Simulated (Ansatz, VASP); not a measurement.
# PbO2: VASP beside Ansatz

```
CELL_PARAMETERS angstrom
0.00000 2.71989 2.71989
2.71989 0.00000 2.71989
2.71989 2.71989 0.00000
ATOMIC_POSITIONS crystal
Pb 0.00000 0.00000 0.00000
O 0.75000 0.75000 0.75000
O 0.25000 0.25000 0.25000
```

Change from the starting cell: volume scaled by 1.02.

Alike in both runs: task single point; functional PBEsol; k mesh 9 × 9 × 9; occupations fermi-dirac, width 0.05 eV; no spin polarisation.

|  | VASP | Ansatz |
| --- | --- | --- |
| version | VASP 6.6.1 | Ansatz 0.2.0 |
| potentials or method | VASP PAW PBE potentials, release 64 (Pb_d, O) | Ansatz PAW |
| plane-wave cutoff (eV) | 520 | 420 |
| valence electrons in the cell | 26 | 26 |

Ansatz gave:

```
gap on the k mesh at the Fermi level (eV) : none
pressure (GPa)                            : -8.0
```

Problem. Estimate VASP's values.

Solution. gap on the k mesh at the Fermi level (eV): none; pressure (GPa): -7.9.

A gap of «none» marks a metal or a gap that the smearing closes.

Caveats: the PAW data sets were made with another functional, which shifts forces and pressure a little (VASP); the pressure holds a Pulay correction of +0.6 GPa for the finite cutoff (Ansatz); the PAW data sets come from PBE, with cores solved anew for the run's functional, which leaves a small shift of forces and pressure (Ansatz). The runs have no spin-orbit coupling, so splittings on Pb are missing.
